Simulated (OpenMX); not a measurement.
Co under changes of volume

One of the cells (10.688 Å³/atom); the others are scaled copies at fixed shape and fractional positions:

```
Co
1.0
     2.47056    0.00000    0.00000
    -1.23528    2.13957    0.00000
     0.00000    0.00000    8.08823
Co
4
Direct
  0.66667 0.33333 0.75000
  0.00000 0.00000 0.50000
  0.33333 0.66667 0.25000
  0.00000 0.00000 0.00000
```

| Property | Result |
| --- | --- |
| Program | OpenMX 3.8.5 |
| Functional | LDA |
| Potentials or basis | OpenMX 2013 LDA set, Co6.0H-s3p2d2, fixed grid of 28 × 28 × 108 points |
| k mesh | 13 × 13 × 5 |
| Occupations | fermi-dirac, width 0.05 eV |
| Spin | collinear spin, ferromagnetic start |
| Starting moments | [2.0, 2.0, 2.0, 2.0] μB |

```csv
volume (Å³/atom),energy over the lowest point (meV/atom),moment (μB per cell),largest force (eV/Å)
10.047,5.75,6.30,0.043
10.261,0.00,6.36,0.041
10.475,2.41,6.42,0.040
10.688,?,?,?
10.902,28.35,6.48,0.037
11.116,50.45,6.50,0.035
11.330,77.68,6.52,0.034
```

Problem. What does the run at 10.688 Å³/atom give?

Solution. Energy over the lowest point 12.13 meV/atom; moment 6.46 μB per cell; largest force 0.038 eV/Å.

Worked out: A Birch-Murnaghan fit of order 3 (a polynomial in V^(-2/3)) to the other rows has its minimum at 10.30 Å³/atom with B0 = V·E''(V) = 289 GPa and B' = 4.5 at fixed shape and positions, which overstates the stiffness. It gives 12.11 meV/atom at 10.688 Å³/atom, against the run's 12.13. A parabola through the other rows of the moment, of slope 0.167 μB per Å³/atom there, gives 6.45 μB, against the run's 6.46.

Energies are extrapolated to zero smearing.

Caveats: the basis of atomic orbitals isn't converged, which shifts pressures, moduli and gaps.
